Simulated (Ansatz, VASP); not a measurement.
## Al: VASP beside Ansatz

INCAR

```
  ALGO = Normal
  EDIFF = 1E-7
  ENCUT = 520
  GGA = PS
  ISIF = 2
  ISMEAR = -1
  LASPH = T
  LCHARG = T
  LELF = T
  LREAL = F
  LVHAR = T
  LWAVE = F
  NBANDS = 10
  NELM = 80
  PREC = Accurate
  SIGMA = 0.1
```

The input KPOINTS:

```
k-points
0
Gamma
  10 10 10
```

The input POSCAR:

```
Al
1.0
    0.0000000000      3.0368487059      3.0368487059
    3.0368487059      0.0000000000      3.0368487059
    3.0368487059      3.0368487059      0.0000000000
Al
2
Direct
    0.1250000000      0.1250000000      0.1250000000
    0.8750000000      0.8750000000      0.8750000000
```

Input for Ansatz:

```yaml
crystal:
  lattice:
    - [0.0, 3.0368487059, 3.0368487059]
    - [3.0368487059, 0.0, 3.0368487059]
    - [3.0368487059, 3.0368487059, 0.0]
  atoms:
    - { symbol: Al, position: [0.125, 0.125, 0.125] }
    - { symbol: Al, position: [0.875, 0.875, 0.875] }
hamiltonian:
  xc: pbesol
  pseudopotentials:
    kind: paw
    azcp:
      Al: "pseudopotentials/Al.paw.azcp"
basis:
  ecutwfc: 420
  fft_grid_basis: typed
kpoints:
  mp_grid: { grid: [10, 10, 10], shift: [0, 0, 0] }
magnetization:
  spin_polarized: false
scf:
  occupations: { method: fermi_dirac, width: 0.1 }
  lower_state_search: "off"
output:
  stress: true
```

Alike in both runs: task single point; functional PBEsol; k mesh 10 × 10 × 10; occupations fermi-dirac, width 0.1 eV; no spin polarisation.

|  | VASP | Ansatz |
| --- | --- | --- |
| version | VASP 6.6.1 | Ansatz 0.2.0 |
| potentials or method | VASP PAW PBE potentials, release 64 (Al) | plane waves (420 eV) with PAW, scalar-relativistic |
| plane-wave cutoff (eV) | 520 | 420 |
| valence electrons in the cell | 6 | 6 |

```csv
,VASP,Ansatz,Ansatz less VASP
pressure (GPa),-1.4,-1.4,-0.04
```

The functional is the same, so the differences come from potentials, cutoffs and numerics. Ansatz warned: «pseudo_functional_mismatch».

Caveats: the PAW data sets were made with another functional, which shifts forces and pressure a little (VASP).
